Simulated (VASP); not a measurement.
Write the native input for VASP 6.6.1 that does the following.

- Task: single point
- Functional: PBE
- Potentials or basis: VASP PAW PBE potentials, release 64 (Ag_GW, Cl_GW)
- Cutoff: 450 eV
- k mesh: 5 × 5 × 5
- Occupations: gaussian, width 0.02 eV
- Spin: no spin polarisation
- Further INCAR settings: ALGO = Normal; EDIFF = 1e-07

The structure of AgCl lies in POSCAR:

```
AgCl
1.0
    3.4339730000      0.0000000000      0.0000000000
    0.0000000000      3.4339730000      0.0000000000
    0.0000000000      0.0000000000      3.4339730000
Ag Cl
1 1
Direct
    0.0000000000      0.0000000000      0.0000000000
    0.5000000000      0.5000000000      0.5000000000
```

Measurements of this composition are mostly on another form, of space group No. 225.

The input as run:

INCAR

```
  ALGO = Normal
  EDIFF = 1E-7
  ENCUT = 450
  GGA = PE
  ISIF = 2
  ISMEAR = 0
  LASPH = True
  LCHARG = False
  LREAL = False
  LWAVE = False
  NELM = 80
  PREC = Accurate
  SIGMA = 0.02
```

KPOINTS

```
k-points
0
Gamma
  5 5 5
```

Potentials or basis: VASP PAW PBE potentials, release 64 (Ag_GW, Cl_GW).

Run with:

```sh
$ cat potpaw_PBE.64/Ag_GW/POTCAR potpaw_PBE.64/Cl_GW/POTCAR > POTCAR
$ mpirun -np 1 vasp_std > vasp.out
```

Results of the run:

| Quantity | Value |
| --- | --- |
| Pressure | -0.2 GPa |
| Band gap on the k mesh | 0.67 eV, indirect (least direct gap 2.07 eV) |

Caveat: an odd mesh through Γ misses points on the zone boundary, where band edges often lie.

It took 18 s on 1 thread of Intel(R) Xeon(R) Platinum 8375C CPU @ 2.90GHz (Ice Lake) (shared host), peak memory 0.14 GiB.
